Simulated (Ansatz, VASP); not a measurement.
CoO in VASP and in Ansatz

```
Co O
1.0
     1.60222    0.92504    5.13294
    -1.60222    0.92504    5.13294
     0.00000   -1.85008    5.13294
Co O
2 2
Direct
  0.99949 0.99949 0.99949
  0.49949 0.49949 0.49949
  0.37550 0.37550 0.37550
  0.87553 0.87553 0.87553
```

Measurements of this composition are mostly on another form, of space group No. 225.

Alike in both runs: task single point; functional PBEsol; k mesh 6 × 6 × 6; occupations gaussian, width 0.1 eV; collinear spin.

|  | VASP | Ansatz |
| --- | --- | --- |
| version | VASP 6.6.1 | Ansatz 0.2.0 |
| potentials or method | VASP PAW PBE potentials, release 64 (Co, O) | scalar-relativistic, plane waves, PAW |
| plane-wave cutoff (eV) | 520 | 420 |
| valence electrons in the cell | 30 | 46 |

|  | VASP | Ansatz | Ansatz less VASP |
| --- | --- | --- | --- |
| gap on the k mesh at the Fermi level (eV) | none | none | - |
| pressure (GPa) | -10.0 | -9.9 | +0.15 |
| largest component of the traceless stress (GPa) | 1.30 | 1.42 | +0.115 |
| rms of the force components (eV/Å) | 0.055 | 0.060 | +0.0045 |
| net moment per atom (μB) | 0.00 | 0.00 | 0.000 |
| size of the moment on the site where the two differ most (μB) | 2.16 | 2.01 | -0.153 |

Site moments also hang on the region over which each program counts them. Atom by atom the forces differ by 0.005 eV/Å (rms over components). A gap of «none» marks a metal or a gap that the smearing closes. The two sets of potentials don't hold the same shells in valence.

Caveats: the k mesh is coarse (spacing up to 0.38 Å⁻¹), so the values aren't converged; the PAW data sets were made with another functional, which shifts forces and pressure a little (VASP); semilocal functionals often make such compounds metallic where correlation or magnetic order opens a gap, which also shifts bond lengths.
